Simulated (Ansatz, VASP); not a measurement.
## One calculation of CuI, two programs

```
CELL_PARAMETERS angstrom
4.06274 0.00000 0.00000
0.00000 4.06274 0.00000
0.00000 0.00000 6.50749
ATOMIC_POSITIONS crystal
I 0.00000 0.50000 0.74303
I 0.50000 0.00000 0.25697
Cu 0.00000 0.00000 0.00000
Cu 0.50000 0.50000 0.00000
```

Change from the starting cell: volume scaled by 0.98.

Alike in both runs: task single point; functional PBEsol; k mesh 7 × 7 × 4; occupations fermi-dirac, width 0.05 eV; no spin polarisation.

|  | VASP | Ansatz |
| --- | --- | --- |
| version | VASP 6.6.1 | Ansatz 0.2.0 |
| potentials or method | VASP PAW PBE potentials, release 64 (I, Cu) | Ansatz PAW |
| plane-wave cutoff (eV) | 520 | 420 |
| valence electrons in the cell | 36 | 72 |

|  | VASP | Ansatz | Ansatz less VASP |
| --- | --- | --- | --- |
| gap on the k mesh at the Fermi level (eV) | 1.53 | 1.52 | -0.011 |
| least direct gap on the mesh (eV) | 1.53 | 1.52 | -0.011 |
| pressure (GPa) | -0.7 | -0.8 | -0.13 |
| largest component of the traceless stress (GPa) | 0.31 | 0.32 | +0.016 |
| rms of the force components (eV/Å) | 0.015 | 0.023 | +0.0087 |

Atom by atom the forces differ by 0.009 eV/Å (rms over components). The functional is the same, so the differences come from potentials, cutoffs and numerics. The two sets of potentials don't hold the same shells in valence.

Caveats: spin-orbit coupling is left out, which moves the levels of the heavy elements; this functional lacks dispersion, which binds the layers, so the pressure and a relaxed spacing across them are unreliable; the PAW data sets were made with another functional, which shifts forces and pressure a little (VASP); odd divisions of the mesh miss points on the zone boundary, where band edges often lie, so the gap on the mesh can be too wide (Ansatz); the PAW data sets come from PBE, with cores solved anew for the run's functional, which leaves a small shift of forces and pressure (Ansatz).
